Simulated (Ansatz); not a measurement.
# Two structures of Ir: comparison of enthalpies under pressure, by script

One table from this session's results is given with a row withheld; the runs are named, their logs left out.

All numbers are computed with Ansatz 0.2.0, driven from Python. Level of theory: DFT PBE, plane waves, PAW.

## The system

Ir P6_3/mmc: It takes space group P6_3/mmc (No. 194, hexagonal). Conventional cell: a = 2.710 Å, b = 2.710 Å, c = 4.425 Å, α = 90.00°, β = 90.00°, γ = 120.00°. Ir (site symmetry -6m2) is surrounded by 12 Ir at 2.71 Å.

Ir Fd-3m: Symmetry: Fd-3m, No. 227, cubic system. The conventional cell has a = 5.270 Å, b = 5.270 Å, c = 5.270 Å, α = 90.00°, β = 90.00°, γ = 90.00°. Ir (site symmetry -43m) is surrounded by 4 Ir at 2.28 Å.

No structure file is read: the coordinates are typed or built in the script.

The first run:

transition.py reads:

```python
import ansatz as az
import numpy as np
from tabulate import tabulate


def hcp(A, a):
    return (
        az.Lattice.from_parameters(a, a, 1.633 * a, alpha=90, beta=90, gamma=120)
        .space_group(194)
        .atom(A, [1 / 3, 2 / 3, 0.25])
    )


def diamond(first, a):
    return az.Crystal.diamond(first, a=a)


def compute(name, crystal, pressure=0.0):
    calc = (
        crystal.calculation()
        .functional("PBE")
        .basis(500)
        .kpoints(spacing=0.33)
        .occupations("fermi_dirac", width=0.05)
    )
    calc = calc.relax(force_tolerance=0.02, cell=True, pressure=pressure)
    return calc.run(threads=1, pin="off")


def volume_per_atom(outcome):
    return abs(np.linalg.det(outcome.lattice.cell_ang)) / len(outcome.lattice.sites)

phases = {}
phases["hcp"] = hcp("Ir", 2.71)
phases["diamond"] = diamond("Ir", 5.27)

pressures = [0, 20, 40, 60]
enthalpy, volume = {name: [] for name in phases}, {name: [] for name in phases}
for p in pressures:
    for name, crystal in phases.items():
        o = compute(name, crystal, pressure=p)
        volume[name].append(volume_per_atom(o))
        enthalpy[name].append(o.report["energy_sigma0_ev"] / len(o.lattice.sites) + p * volume[name][-1] / 160.21766)
gap = np.array(enthalpy["diamond"]) - np.array(enthalpy["hcp"])
rows = [(p, va, vb, 1000 * d) for p, va, vb, d in zip(pressures, volume["hcp"], volume["diamond"], gap)]
print(tabulate(rows, headers=["P (GPa)", "V hcp (A^3/atom)", "V diamond (A^3/atom)", "H(diamond) - H(hcp) (meV/atom)"], floatfmt=".4f", tablefmt="rst"))
crossings = [p0 - g0 * (p1 - p0) / (g1 - g0) for p0, p1, g0, g1 in zip(pressures, pressures[1:], gap, gap[1:]) if g0 * g1 < 0]
print("crossing near", [round(float(p), 1) for p in crossings], "GPa") if crossings else print("no crossing in this range")
```

Command:

```sh
$ python transition.py
```

Among the steps run: Running it.

One of the session's tables, all rows but one given; the rest of the session is left out.

Enthalpy H = E + pV of the second structure less the first:

```
pressure (GPa)  ΔH (meV/atom)
             0          927.0
            20         1731.1
            40              ?
            60         3063.9
```

**Question.** Estimate the row for pressure (GPa) = 40.

Worked estimate for «ΔH (meV/atom)». A straight line through the neighbours (20, 1731.1) and (60, 3063.9) gives 1731.1 + (3063.9 − 1731.1) × (40 − 20) / (60 − 20) = 2397.5; a parabola fitted to 3 rows on both sides gives 2443.4.

**Answer.** ΔH (meV/atom): 2431.5. In «ΔH (meV/atom)» the line misses by -34.0 and the parabola by +11.9.

Caveats from the session: Spin is left out of this run. For the metals among these cells the mesh is coarse, so their volumes and pressures are rough. Spin-orbit coupling, which matters for elements this heavy, is left out. Only these two structures are compared, at zero temperature and with their symmetry kept; either may be hypothetical, and another phase may be lower than both.
